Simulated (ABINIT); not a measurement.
# Hf: single point with PBE

The system is Hf.

```xyz
1
Lattice="2.9138 0.0000 0.0000 0.0000 2.9138 0.0000 0.0000 0.0000 2.9138" Properties=species:S:1:pos:R:3 pbc="T T T"
Hf    1.4569    1.4569    1.4569
```

The cell was built by a generator and needn't be a form met in nature.

```json
{
  "Program": "ABINIT 10.8.3 (patched build)",
  "Task": "single point",
  "Functional": "PBE",
  "Potentials or basis": "JTH PAW PBE v2.0",
  "Cutoff": "517 eV",
  "k mesh": "9 × 9 × 9",
  "Occupations": "fermi-dirac, width 0.05 eV",
  "Spin": "no spin polarisation",
  "Fine-grid cutoff": "1034.03 eV"
}
```

```json
{
  "Pressure": "0.1 GPa",
  "Band gap on the k mesh": "none (metal or under the smearing width)",
  "Valence electrons inside the program's atomic spheres": "Hf 9.56 (radii [1.2759] Å)"
}
```

Levels at points of the mesh, in eV from the Fermi level:
```tsv
k point	band 3	band 4	band 5	band 6	band 7	band 8	band 9	band 10
(0.00, 0.00, 0.00)	-29.87	-29.87	-6.43	-1.33	-1.33	6.56	6.56	6.56
```

Wall time 3.2 s on 1 thread of AMD EPYC 9R45 96-Core Processor (Zen 5) (shared host), peak memory 0.1 GiB.

Spin-orbit coupling is left out, which matters for the levels of Hf.
